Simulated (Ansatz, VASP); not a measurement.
**Fe in VASP and in Ansatz**

```
CELL_PARAMETERS angstrom
3.66869 0.00000 0.00000
-1.83435 3.17718 0.00000
0.00000 0.00000 4.20682
ATOMIC_POSITIONS crystal
Fe 0.00000 0.00000 0.25000
Fe 0.00000 0.00000 0.75000
Fe 0.33333 0.66667 0.75000
Fe 0.66667 0.33333 0.25000
```

Alike in both runs: functional PBEsol; k mesh 9 × 9 × 2; occupations gaussian, width 0.1 eV; no spin polarisation.

Ansatz relaxed the structure, and its values are those at the end. VASP's run is a single point on that final structure, the one shown.

```csv
,VASP,Ansatz
version,VASP 6.6.1,Ansatz 0.2.0
potentials or method,"VASP PAW PBE potentials, release 64 (Fe)","scalar-relativistic, plane waves, PAW"
plane-wave cutoff (eV),520,420
valence electrons in the cell,32,64
```

VASP gave:

| Item | Value |
| --- | --- |
| gap on the k mesh at the Fermi level (eV) | none |
| pressure (GPa) | -1.2 |

Q: What did Ansatz give for the same quantities?

A: gap on the k mesh at the Fermi level (eV): none; pressure (GPa): 0.1.

A gap of «none» marks a metal or a gap that the smearing closes. The functional is the same, so the differences come from potentials, cutoffs and numerics. The two sets of potentials don't hold the same shells in valence.

Caveats: the k mesh is coarse (spacing up to 0.75 Å⁻¹), so the values aren't converged; the PAW data sets were made with another functional, which shifts forces and pressure a little (VASP); the run has no spin polarisation, though such a crystal can be magnetic. Spin polarisation is off, so any magnetic state and its effect on volume and gap are missing.
